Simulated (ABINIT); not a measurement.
# InP (F-43m): a self-consistent loop beyond G0W0, cycle by cycle, part 2 of 2

Aim: iterate the self-energy on InP (F-43m) and follow the gap from cycle to cycle.

ABINIT 10.8.3; PBE and many-body steps on it, plane waves. Known limits of the many-body steps: not at the basis limit; exchange with frozen shells missing; mesh may overstate the screening; no spin-orbit coupling; coarse k mesh.

So far. Step 5 (evGW0, cycle 1): Against G0W0 in ABINIT (4×4×4 mesh, 42 bands, screening to 106.1 eV, Godby-Needs plasmon pole), the gap moves by +0.084 eV. This first cycle still uses the starting levels; it takes the full correction, at all points of the mesh, and its linearised value is 1.021 eV. Step 6 (evGW0, cycle 2): Against the cycle before, the gap moves by −0.038 eV.

The database entry behind the starting cell differs from later determinations by our own check (0.1 to 0.3 % short, probably kX units), so it need not match the best structure at ambient conditions.

### Step 7. evGW0, cycle 3

Level of this step: evGW0 on PBE, plane waves, norm-conserving pseudopotentials (ABINIT).

run.abi reads:

```
acell 3*1.0 Angstrom
rprim 
  -0.000000000000 2.930500000000 2.930500000000
  2.930500000000 -0.000000000000 2.930500000000
  2.930500000000 2.930500000000 -0.000000000000
ntypat 2
znucl 49 15
natom 2
typat 1 2
xred 
  0.000000000000 0.000000000000 0.000000000000
  0.250000000000 0.250000000000 0.250000000000
pp_dirpath "pseudos"
pseudos "In.upf, P.upf"
ecut 31
ngkpt 4 4 4
nshiftk 1
shiftk 0 0 0
kptopt 1
chksymbreak 0
istwfk *1
occopt 1
irdwfk 1
optdriver 4
nband 42
gwcalctyp 10
ecutsigx 31
symsigma 1
nkptgw 8
kptgw 
  0.0000000000 0.0000000000 0.0000000000
  0.2500000000 0.0000000000 0.0000000000
  0.5000000000 0.0000000000 0.0000000000
  0.2500000000 0.2500000000 0.0000000000
  0.5000000000 0.2500000000 0.0000000000
  -0.2500000000 0.2500000000 0.0000000000
  0.5000000000 0.5000000000 0.0000000000
  -0.2500000000 0.5000000000 0.2500000000
bdgw 
  1 19
  1 19
  1 19
  1 19
  1 19
  1 19
  1 19
  1 19
ecuteps 3.9
irdscr 1
ppmodel 1
irdqps 1
indata_prefix "in"
outdata_prefix "out"
tmpdata_prefix "tmp"
```

The run is started by

```sh
$ OMP_NUM_THREADS=1 mpirun -n 4 abinit run.abi > log
```

Numbers of over 12 decimals in the logs are rounded to 6 here.

What it wrote:

```text
.Version 10.8.3 of ABINIT. v10.8.2 released Aug 2026.

 Symmetries : space group F-4 3 m (#216); Bravais cF (face-center cubic)
[... echo of the input left out ...]
== DATASET  1 ==================================================================
-   mpi_nproc: 4, omp_nthreads: 1 (-1 if OMP is not activated)

--- !DatasetInfo
iteration_state: {dtset: 1, }
dimensions: {natom: 2, nkpt: 8, mband: 42, nsppol: 1, nspinor: 1, nspden: 1, mpw: 2826, }
cutoff_energies: {ecut:  31.0, pawecutdg:  -1.0, }
[...]
.  kptgw no:  3; Maximum DeltaE = (   0.043   0.014) for band index:  6
[...]
.  kptgw no:  7; Maximum DeltaE = (  -0.045   0.002) for band index: 18
.  kptgw no:  8; Maximum DeltaE = (  -0.087  -0.003) for band index: 19

== END DATASET(S) ==============================================================
================================================================================

 -outvars: echo values of variables after computation  --------
           etotal      0.0000000000E+00
            nband          42
             nkpt           8
          spgroup         216
 [... the other variables as echoed above ...]

 Calculation completed.
```

The job ended after 35 s (4 MPI ranks of Arm Neoverse V2, shared host; peak memory 1.1 GiB).

Numbers from this step:

| Property | Result |
| --- | --- |
| quasiparticle gap on the mesh | 1.069 eV |
| gap of the density functional on the mesh | 0.7094 eV |
| k of the valence top | 0, 0, 0 |
| k of the conduction bottom | 0, 0, 0 |
| least direct quasiparticle gap on the computed points | 1.069 eV |

Against the cycle before, the gap moves by +0.002 eV.

### Step 8. Screening, 4×4×4 mesh, 42 bands, screening to 106.1 eV

This step: RPA screening on PBE, plane waves, norm-conserving pseudopotentials.

run.abi reads:

```
acell 3*1.0 Angstrom
rprim 
  -0.000000000000 2.930500000000 2.930500000000
  2.930500000000 -0.000000000000 2.930500000000
  2.930500000000 2.930500000000 -0.000000000000
ntypat 2
znucl 49 15
natom 2
typat 1 2
xred 
  0.000000000000 0.000000000000 0.000000000000
  0.250000000000 0.250000000000 0.250000000000
pp_dirpath "pseudos"
pseudos "In.upf, P.upf"
ecut 31
ngkpt 4 4 4
nshiftk 1
shiftk 0 0 0
kptopt 1
chksymbreak 0
istwfk *1
occopt 1
irdwfk 1
optdriver 3
nband 42
ecuteps 3.9
inclvkb 2
awtr 1
symchi 1
gwcalctyp 10
mbpt_sciss 0.620 eV
nqptdm 1
qptdm 
  0 0 0
indata_prefix "in"
outdata_prefix "out"
tmpdata_prefix "tmp"
```

What it wrote:

```text
.Version 10.8.3 of ABINIT. v10.8.2 released Aug 2026.

 Symmetries : space group F-4 3 m (#216); Bravais cF (face-center cubic)
[... echo of the input left out ...]
== DATASET  1 ==================================================================
-   mpi_nproc: 4, omp_nthreads: 1 (-1 if OMP is not activated)

--- !DatasetInfo
iteration_state: {dtset: 1, }
dimensions: {natom: 2, nkpt: 8, mband: 42, nsppol: 1, nspinor: 1, nspden: 1, mpw: 2826, }
cutoff_energies: {ecut:  31.0, pawecutdg:  -1.0, }
electrons: {nelect:   1.80000000E+01, charge:   0.00000000E+00, occopt:   1.00000000E+00, tsmear:   1.00000000E-02, }

 SCREENING: Calculation of the susceptibility and dielectric matrices

 Based on a program developped by R.W. Godby, V. Olevano, G. Onida, and L. Reining.
 Incorporated in ABINIT by V. Olevano, G.-M. Rignanese, and M. Torrent.
.Using double precision arithmetic ; gwpc =  8

[... cell and pseudopotentials left out ...]
--------------------------------------------------------------------------------

 ==== K-mesh for the wavefunctions ====
 Number of points in the irreducible wedge :     8
[... list of points left out ...]
 Together with 24 symmetry operations and time-reversal symmetry
 yields    64 points in the full Brillouin Zone.

 ==== Q-mesh for the screening function ====
 Number of points in the irreducible wedge :     8
[... list of points left out ...]
 Together with 24 symmetry operations and time-reversal symmetry
 yields    64 points in the full Brillouin Zone.

 setmesh: FFT mesh size selected  =    27x   27x   27
          total number of points  =        19683

 vcoul_init : cutoff-mode = AUXILIARY_FUNCTION
 q-points for optical limit:   1
     1)      0.000010    0.000020    0.000030

 Dielectric matrix will be calculated only for some
 selected q points provided by the user through the input variables
 nqptdm and qptdm

- screening: taking advantage of time-reversal symmetry
- Maximum band index for partially occupied states nbvw = 9
- Remaining bands to be divided among processors   nbcw = 33
- Number of bands treated by each node ~8

 rdqps: reading QP wavefunctions of the previous step
        looking for file in_QPS
 file not found, 1st iteration initialized with KS eigenelements

 screening : performing a first self-consistency
 update of the energies in W by a scissor operator
 applying a scissor operator of [eV] :   0.620

 Number of electrons calculated from density =   18.0000; Expected =   18.0000
 average of density, n =  0.052993
 r_s =    1.6516
 omega_plasma =   22.2058 [eV]

 calculating chi0 at frequencies [eV] :
  1    0.000000E+00    0.000000E+00
  2    0.000000E+00    2.220578E+01

--------------------------------------------------------------------------------
  q-point number  1        q = ( 0.000000, 0.000000, 0.000000) [r.l.u.]
--------------------------------------------------------------------------------
[... chi0 elements left out ...]
 For q-point:  0.000010 0.000020 0.000030
  dielectric constant =  27.7173
  dielectric constant without local fields =  29.1451

  Average fulfillment of the sum rule on Im[epsilon] for q-point    1 :     47.44  [%]
[... wings left out ...]
== END DATASET(S) ==============================================================
================================================================================

 -outvars: echo values of variables after computation  --------
           etotal      0.0000000000E+00
            nband          42
             nkpt           8
          spgroup         216
 [... the other variables as echoed above ...]

 Calculation completed.
```

Run time: 2.7 s. Hardware: 4 MPI ranks; peak memory 0.13 GiB; 11 s of CPU time.

Numbers from this step:

```yaml
eps_infinity_with_local_fields_on_this_mesh_along_the_program_s_q_direction: 27.72
the_same_without_local_fields: 29.15
plasma_frequency: 22.21 eV
plane_waves_in_the_screening_matrix: 137
```

This screening uses the functional's bands under a rigid shift, the mean opening of the cycle before.

### Step 9. Screening, 4×4×4 mesh, 42 bands, screening to 106.1 eV

This step: RPA screening on PBE from quasiparticle energies, plane waves, norm-conserving pseudopotentials.

run.abi: that of step 8 with these lines changed.

```diff
@@ -29,7 +29,13 @@
 symchi 1
+irdqps 1
 gwcalctyp 10
-mbpt_sciss 0.620 eV
-nqptdm 1
+nqptdm 7
 qptdm 
-  0 0 0
+  0.2500000000 0.0000000000 0.0000000000
+  0.5000000000 0.0000000000 0.0000000000
+  0.2500000000 0.2500000000 0.0000000000
+  0.5000000000 0.2500000000 0.0000000000
+  -0.2500000000 0.2500000000 0.0000000000
+  0.5000000000 0.5000000000 0.0000000000
+  -0.2500000000 0.5000000000 0.2500000000
 indata_prefix "in"
```

mrgscr.stdin reads:

```
2
merged
q0_SCR
out_SCR
1
```

The run is started by

```sh
$ OMP_NUM_THREADS=1 mpirun -n 4 abinit run.abi > log; mrgscr < mrgscr.stdin
```

What it wrote:

```text
.Version 10.8.3 of ABINIT. v10.8.2 released Aug 2026.

 Symmetries : space group F-4 3 m (#216); Bravais cF (face-center cubic)
[... echo of the input left out ...]
== DATASET  1 ==================================================================
-   mpi_nproc: 4, omp_nthreads: 1 (-1 if OMP is not activated)

--- !DatasetInfo
iteration_state: {dtset: 1, }
dimensions: {natom: 2, nkpt: 8, mband: 42, nsppol: 1, nspinor: 1, nspden: 1, mpw: 2826, }
cutoff_energies: {ecut:  31.0, pawecutdg:  -1.0, }
[...]
q-point number  1        q = ( 0.250000, 0.000000, 0.000000) [r.l.u.]
--------------------------------------------------------------------------------
[... chi0 elements left out ...]
  Average fulfillment of the sum rule on Im[epsilon] for q-point    2 :     67.68  [%]

--------------------------------------------------------------------------------
  q-point number  2        q = ( 0.500000, 0.000000, 0.000000) [r.l.u.]
--------------------------------------------------------------------------------
[... chi0 elements left out ...]
  Average fulfillment of the sum rule on Im[epsilon] for q-point    3 :     57.87  [%]

 [... 5 further q-points ...]
```

The job ended after 5.4 s (4 MPI ranks; peak memory 0.46 GiB; 21 s of CPU time).

This step gave:

```yaml
plasma_frequency: 22.21 eV
plane_waves_in_the_screening_matrix: 137
```

This screening reads the quasiparticle levels of the cycle before.

### Step 10. evGW, cycle 1

This step: evGW on PBE, plane waves, norm-conserving pseudopotentials.

run.abi: that of step 9 with these lines changed.

```diff
@@ -23,12 +23,10 @@
 irdwfk 1
-optdriver 3
+optdriver 4
 nband 42
-ecuteps 3.9
-inclvkb 2
-awtr 1
-symchi 1
-irdqps 1
 gwcalctyp 10
-nqptdm 7
-qptdm 
+ecutsigx 31
+symsigma 1
+nkptgw 8
+kptgw 
+  0.0000000000 0.0000000000 0.0000000000
   0.2500000000 0.0000000000 0.0000000000
@@ -40,2 +38,15 @@
   -0.2500000000 0.5000000000 0.2500000000
+bdgw 
+  1 19
+  1 19
+  1 19
+  1 19
+  1 19
+  1 19
+  1 19
+  1 19
+ecuteps 3.9
+irdscr 1
+ppmodel 1
+irdqps 1
 indata_prefix "in"
```

The run is started by

```sh
$ OMP_NUM_THREADS=1 mpirun -n 4 abinit run.abi > log
```

What it wrote:

```text
.Version 10.8.3 of ABINIT. v10.8.2 released Aug 2026.

 Symmetries : space group F-4 3 m (#216); Bravais cF (face-center cubic)
[... echo of the input left out ...]
== DATASET  1 ==================================================================
-   mpi_nproc: 4, omp_nthreads: 1 (-1 if OMP is not activated)

--- !DatasetInfo
iteration_state: {dtset: 1, }
dimensions: {natom: 2, nkpt: 8, mband: 42, nsppol: 1, nspinor: 1, nspden: 1, mpw: 2826, }
cutoff_energies: {ecut:  31.0, pawecutdg:  -1.0, }
[...]
.  kptgw no:  3; Maximum DeltaE = (   0.160  -0.002) for band index: 17
[...]
.  kptgw no:  7; Maximum DeltaE = (   0.180  -0.016) for band index: 19
.  kptgw no:  8; Maximum DeltaE = (   0.183   0.005) for band index: 19

== END DATASET(S) ==============================================================
================================================================================

 -outvars: echo values of variables after computation  --------
           etotal      0.0000000000E+00
            nband          42
             nkpt           8
          spgroup         216
 [... the other variables as echoed above ...]

 Calculation completed.
```

Run time: 35 s. Hardware: 4 MPI ranks; peak memory 1.1 GiB; 2.4 min of CPU time.

This step gave:

- quasiparticle gap on the mesh: 1.125 eV
- gap of the density functional on the mesh: 0.7094 eV
- k of the valence top: 0, 0, 0
- k of the conduction bottom: 0, 0, 0
- least direct quasiparticle gap on the computed points: 1.125 eV

Against G0W0 in ABINIT (4×4×4 mesh, 42 bands, screening to 106.1 eV, Godby-Needs plasmon pole), the gap moves by +0.104 eV.

### Step 11. Screening, 4×4×4 mesh, 42 bands, screening to 106.1 eV

This step: RPA screening on PBE, plane waves, norm-conserving pseudopotentials.

run.abi reads:

```
acell 3*1.0 Angstrom
rprim 
  -0.000000000000 2.930500000000 2.930500000000
  2.930500000000 -0.000000000000 2.930500000000
  2.930500000000 2.930500000000 -0.000000000000
ntypat 2
znucl 49 15
natom 2
typat 1 2
xred 
  0.000000000000 0.000000000000 0.000000000000
  0.250000000000 0.250000000000 0.250000000000
pp_dirpath "pseudos"
pseudos "In.upf, P.upf"
ecut 31
ngkpt 4 4 4
nshiftk 1
shiftk 0 0 0
kptopt 1
chksymbreak 0
istwfk *1
occopt 1
irdwfk 1
optdriver 3
nband 42
ecuteps 3.9
inclvkb 2
awtr 1
symchi 1
gwcalctyp 10
mbpt_sciss 0.710 eV
nqptdm 1
qptdm 
  0 0 0
indata_prefix "in"
outdata_prefix "out"
tmpdata_prefix "tmp"
```

What it wrote:

```text
.Version 10.8.3 of ABINIT. v10.8.2 released Aug 2026.

 Symmetries : space group F-4 3 m (#216); Bravais cF (face-center cubic)
[... echo of the input left out ...]
== DATASET  1 ==================================================================
-   mpi_nproc: 4, omp_nthreads: 1 (-1 if OMP is not activated)

--- !DatasetInfo
iteration_state: {dtset: 1, }
dimensions: {natom: 2, nkpt: 8, mband: 42, nsppol: 1, nspinor: 1, nspden: 1, mpw: 2826, }
cutoff_energies: {ecut:  31.0, pawecutdg:  -1.0, }
[...]
[... chi0 elements left out ...]
 For q-point:  0.000010 0.000020 0.000030
  dielectric constant =  26.5238
  dielectric constant without local fields =  27.8771

  Average fulfillment of the sum rule on Im[epsilon] for q-point    1 :     47.62  [%]
[... wings left out ...]
== END DATASET(S) ==============================================================
================================================================================

 -outvars: echo values of variables after computation  --------
           etotal      0.0000000000E+00
            nband          42
             nkpt           8
          spgroup         216
 [... the other variables as echoed above ...]

 Calculation completed.
```

The job ended after 2.7 s (4 MPI ranks; peak memory 0.13 GiB; 11 s of CPU time).

Numbers from this step:

```yaml
eps_infinity_with_local_fields_on_this_mesh_along_the_program_s_q_direction: 26.52
the_same_without_local_fields: 27.88
plasma_frequency: 22.21 eV
plane_waves_in_the_screening_matrix: 137
```

This screening uses the functional's bands under a rigid shift, the mean opening of the cycle before.

### Step 12. Screening, 4×4×4 mesh, 42 bands, screening to 106.1 eV

This step: RPA screening on PBE from quasiparticle energies, plane waves, norm-conserving pseudopotentials.

run.abi: that of step 11 with these lines changed.

```diff
@@ -29,7 +29,13 @@
 symchi 1
+irdqps 1
 gwcalctyp 10
-mbpt_sciss 0.710 eV
-nqptdm 1
+nqptdm 7
 qptdm 
-  0 0 0
+  0.2500000000 0.0000000000 0.0000000000
+  0.5000000000 0.0000000000 0.0000000000
+  0.2500000000 0.2500000000 0.0000000000
+  0.5000000000 0.2500000000 0.0000000000
+  -0.2500000000 0.2500000000 0.0000000000
+  0.5000000000 0.5000000000 0.0000000000
+  -0.2500000000 0.5000000000 0.2500000000
 indata_prefix "in"
```

mrgscr.stdin is that of step 9.

The run is started by

```sh
$ OMP_NUM_THREADS=1 mpirun -n 4 abinit run.abi > log; mrgscr < mrgscr.stdin
```

What it wrote:

```text
.Version 10.8.3 of ABINIT. v10.8.2 released Aug 2026.

 Symmetries : space group F-4 3 m (#216); Bravais cF (face-center cubic)
[... echo of the input left out ...]
== DATASET  1 ==================================================================
-   mpi_nproc: 4, omp_nthreads: 1 (-1 if OMP is not activated)

--- !DatasetInfo
iteration_state: {dtset: 1, }
dimensions: {natom: 2, nkpt: 8, mband: 42, nsppol: 1, nspinor: 1, nspden: 1, mpw: 2826, }
cutoff_energies: {ecut:  31.0, pawecutdg:  -1.0, }
[...]
q-point number  1        q = ( 0.250000, 0.000000, 0.000000) [r.l.u.]
--------------------------------------------------------------------------------
[... chi0 elements left out ...]
  Average fulfillment of the sum rule on Im[epsilon] for q-point    2 :     68.33  [%]

--------------------------------------------------------------------------------
  q-point number  2        q = ( 0.500000, 0.000000, 0.000000) [r.l.u.]
--------------------------------------------------------------------------------
[... chi0 elements left out ...]
  Average fulfillment of the sum rule on Im[epsilon] for q-point    3 :     58.30  [%]

 [... 5 further q-points ...]
```

Elapsed: 5.5 s, on 4 MPI ranks; peak memory 0.46 GiB; 22 s of CPU time.

Numbers from this step:

```yaml
plasma_frequency: 22.21 eV
plane_waves_in_the_screening_matrix: 137
```

This screening reads the quasiparticle levels of the cycle before.

### Step 13. evGW, cycle 2

This step: evGW on PBE, plane waves, norm-conserving pseudopotentials.

run.abi: that of step 12 with these lines changed.

```diff
@@ -23,12 +23,10 @@
 irdwfk 1
-optdriver 3
+optdriver 4
 nband 42
-ecuteps 3.9
-inclvkb 2
-awtr 1
-symchi 1
-irdqps 1
 gwcalctyp 10
-nqptdm 7
-qptdm 
+ecutsigx 31
+symsigma 1
+nkptgw 8
+kptgw 
+  0.0000000000 0.0000000000 0.0000000000
   0.2500000000 0.0000000000 0.0000000000
@@ -40,2 +38,15 @@
   -0.2500000000 0.5000000000 0.2500000000
+bdgw 
+  1 19
+  1 19
+  1 19
+  1 19
+  1 19
+  1 19
+  1 19
+  1 19
+ecuteps 3.9
+irdscr 1
+ppmodel 1
+irdqps 1
 indata_prefix "in"
```

The run is started by

```sh
$ OMP_NUM_THREADS=1 mpirun -n 4 abinit run.abi > log
```

What it wrote:

```text
.Version 10.8.3 of ABINIT. v10.8.2 released Aug 2026.

 Symmetries : space group F-4 3 m (#216); Bravais cF (face-center cubic)
[... echo of the input left out ...]
== DATASET  1 ==================================================================
-   mpi_nproc: 4, omp_nthreads: 1 (-1 if OMP is not activated)

--- !DatasetInfo
iteration_state: {dtset: 1, }
dimensions: {natom: 2, nkpt: 8, mband: 42, nsppol: 1, nspinor: 1, nspden: 1, mpw: 2826, }
cutoff_energies: {ecut:  31.0, pawecutdg:  -1.0, }
[...]
.  kptgw no:  3; Maximum DeltaE = (  -0.035  -0.001) for band index: 17
[...]
.  kptgw no:  7; Maximum DeltaE = (  -0.026  -0.000) for band index:  1
.  kptgw no:  8; Maximum DeltaE = (  -0.041  -0.000) for band index:  8

== END DATASET(S) ==============================================================
================================================================================

 -outvars: echo values of variables after computation  --------
           etotal      0.0000000000E+00
            nband          42
             nkpt           8
          spgroup         216
 [... the other variables as echoed above ...]

 Calculation completed.
```

The job ended after 35 s (4 MPI ranks; peak memory 1.1 GiB; 2.3 min of CPU time).

This step gave:

```yaml
quasiparticle_gap_on_the_mesh: 1.133 eV
gap_of_the_density_functional_on_the_mesh: 0.7094 eV
k_of_the_valence_top: 0, 0, 0
k_of_the_conduction_bottom: 0, 0, 0
least_direct_quasiparticle_gap_on_the_computed_points: 1.133 eV
```

Against the cycle before, the gap moves by +0.008 eV.

### Step 14. The runs together

Times are wall times on 4 MPI ranks of Arm Neoverse V2, shared host, good to a factor of about two. A run's time includes the screening step that it read.

```csv
run,mesh,bands,screening cutoff (eV),DFT gap (eV),gap on the mesh (eV),direct (eV),ε∞ used,time
G0W0,4×4×4,42,106.1,0.709,1.021,1.021,42.62,8.8 s
"evGW0, cycle 1",4×4×4,42,106.1,0.709,1.105,1.105,42.62,41 s
"evGW0, cycle 2",4×4×4,42,106.1,0.709,1.067,1.067,42.62,41 s
"evGW0, cycle 3",4×4×4,42,106.1,0.709,1.069,1.069,42.62,41 s
"evGW, cycle 1",4×4×4,42,106.1,0.709,1.125,1.125,27.72,44 s
"evGW, cycle 2",4×4×4,42,106.1,0.709,1.133,1.133,26.52,43 s
```

### Step 15. What came out

```json
{"G0W0": "1.021 eV", "evGW0, cycle 1": "1.105 eV", "evGW0, cycle 2": "1.067 eV", "evGW0, cycle 3": "1.069 eV", "evGW, cycle 1": "1.125 eV", "evGW, cycle 2": "1.133 eV", "known limits": "not at the basis limit; exchange with frozen shells missing; mesh may overstate the screening; no spin-orbit coupling; coarse k mesh"}
```

Only the bands that the input lists are updated; the others, empty or deep, keep the functional's energies or take a rigid shift. The evGW loop starts from the last levels of evGW0, so its cycles and time come on top of those. evGW0 ends at 1.07 eV, +0.05 eV from G0W0, after 3 cycles that took 1.7 min beside the first screening; the last moved the gap by 0.002 eV. evGW ends at 1.13 eV, +0.11 eV from G0W0, after 2 cycles that took 87 s beside the first screening; the last moved the gap by 0.008 eV. The first cycle of evGW0 takes the full correction, without the factor Z, so it overshoots the one-shot value. Bands and cutoff are finite, so the gap is not at the basis limit. The miss can reach some tenths of an eV and take either sign; the mesh is an error of its own. The 4×4×4 mesh is coarse for this cell, which bears on the long-range parts of exchange and screening. The norm-conserving file of at least one element keeps a d shell over frozen s and p shells of the same row. Exchange with those shells is missing from the self-energy, an error of 0.3 to 0.9 eV in cases checked, whose sign depends on which edge lies on those atoms. The RPA ε∞ on this mesh reaches over 25; with a narrow direct gap a coarse mesh can overstate it, and the correction is then too small. In the updated screening the q = 0 part is built from Kohn-Sham bands under a rigid shift, the other q from the quasiparticle levels. The many-body steps are scalar-relativistic: spin-orbit coupling is not in them.

[Paths, hosts, dates, memory and timing lines, banners, echoed tables and standing remarks are left out of the program output.]

[Logs are printed without paths, hosts, clocks, repeated set-up lines and the standing remarks that a program may print on its own settings, such as how far it seeks lower states.]

[Runs of the session that timed out or met a known fault of the program may be left out.]

[Hosts, paths, dates, database ids (printed as entryN), source tags and the programs' standing remarks are cut or masked in the printed files.]

[G0W0 gaps are taken among the corrected bands and points alone; a level outside them can change the order at an edge.]

[Where Ansatz stands beside ABINIT at settings called matched, ABINIT's density can come from a denser mesh and the files from another edition; pairs whose starting gaps differed by over 0.03 eV were left out, so agreement reads better than it is.]
